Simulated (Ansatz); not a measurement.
The system is EuO.

```
Eu O
1.0
     0.00000    2.57195    2.57195
     2.57195    0.00000    2.57195
     2.57195    2.57195    0.00000
Eu O
1 1
Direct
  0.00000 0.00000 0.00000
  0.50000 0.50000 0.50000
```

Base run:

```yaml
Program: Ansatz 0.2.0
Functional: PBEsol
Potentials_or_basis: Ansatz PAW
Cutoff: "420 eV (not typed: the program's choice for these potentials)"
k_mesh: 9 × 9 × 9
Occupations: fermi-dirac, width 0.05 eV
Spin: collinear spin, ferromagnetic start
Starting_moments: "[7.0, 0.0] μB"
```

Its results: pressure -9.1 GPa; net moment 6.97 μB per cell; site moments Eu +6.61; O -0.08 μB.

The run is repeated on the same cell with these changes: functional from PBEsol to HSE06; k mesh from 9 × 9 × 9 to 5 × 5 × 5. What comes out?

Pressure -1.0 GPa; net moment 7.00 μB per cell; site moments Eu +6.78; O -0.07 μB.

Several settings changed at once, so the effect can't be laid on one alone.

Caveats: some runs use coarse meshes; a cell with one magnetic atom can't hold antiferromagnetic order, which such compounds often take; the PAW data sets come from PBE, with cores solved anew for the run's functional, which leaves a small shift of forces and pressure; the magnetic or orbital state may not be the lowest (some runs); the thresholds are loose for stress (some runs).
